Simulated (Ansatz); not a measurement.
Crystal: AlNi3.

```
Ni Al
1.0
     3.52305    0.00000    0.00000
     0.00000    3.52305    0.00000
     0.00000    0.00000    3.52305
Ni Al
3 1
Direct
  0.50000 0.50000 0.00000
  0.50000 0.00000 0.50000
  0.00000 0.50000 0.50000
  0.00000 0.00000 0.00000
```

The cell is a database's computed one.

Base run:

```yaml
Program: Ansatz 0.2.0
Functional: PBEsol
Potentials_or_basis: all-electron LAPW, scalar-relativistic
Cutoff: 310 eV
Density_cutoff: 1238 eV
Basis_error_allowed: 0.001 eV/atom
k_mesh: 8 × 8 × 8
Occupations: fermi-dirac, width 0.05 eV
Spin: collinear spin, ferromagnetic start
Starting_moments: "[1.0, 1.0, 1.0, 0.0] μB"
```

Its results: pressure -0.7 GPa; net moment 0.67 μB per cell; site moments Ni +0.24; Al -0.02 μB.

Question: The run is repeated on the same cell with these changes: functional from PBEsol to LDA; basis error allowed from 0.001 eV/atom to 0.002 eV/atom. What comes out?

Answer: Pressure -7.5 GPa; net moment 0.50 μB per cell; site moments Ni +0.18; Al -0.01 μB.

Not every run made on this cell is shown here.
